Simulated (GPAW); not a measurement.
Crystal: Ge.

```
Ge
1.0
    -2.57449    2.57449    1.39741
     2.57449   -2.57449    1.39741
     2.57449    2.57449   -1.39741
Ge
2
Direct
  0.50000 0.50000 0.00000
  0.25000 0.75000 0.50000
```

This isn't the form of Ge at room conditions, which is diamond.

| Quantity | Value |
| --- | --- |
| Program | GPAW 26.7.0 |
| Task | relaxation of cell and atoms |
| Functional | PBEsol |
| Dispersion | D3(BJ) |
| Potentials or basis | PAW data sets generated in the run's folder for this functional |
| Cutoff | 600 eV |
| Basis | pw |
| k mesh | 11 × 11 × 11 |
| Occupations | fermi-dirac, width 0.05 eV |
| Spin | no spin polarisation |

At the start: pressure -3.7 GPa; volume 18.52 Å³/atom.

How do energy, volume and symmetry change on relaxing?

Over 4 steps the energy falls by 10.0 meV/atom and the volume is 17.68 Å³/atom (-4.5 %); space group I4_1/amd (No. 141, to 0.05 Å).

The path:
```
step  energy change (eV)  largest force (eV/Å)  pressure (GPa)  volume (Å³)
   1              0.0000                0.0000           -3.69        37.05
   2             -0.0070                0.0000           -3.02        36.71
   3             -0.0199                0.0000            0.20        35.29
   4             -0.0199                0.0000           -0.01        35.37
```

Final structure:
```
CELL_PARAMETERS angstrom
-2.53627 2.53627 1.37452
2.53627 -2.53627 1.37452
2.53627 2.53627 -1.37452
ATOMIC_POSITIONS crystal
Ge 0.50000 0.50000 0.00000
Ge 0.25000 0.75000 0.50000
```

Caveat: later steps reuse the first step's grids; pairwise dispersion overbinds metals, which lowers pressure and volume.
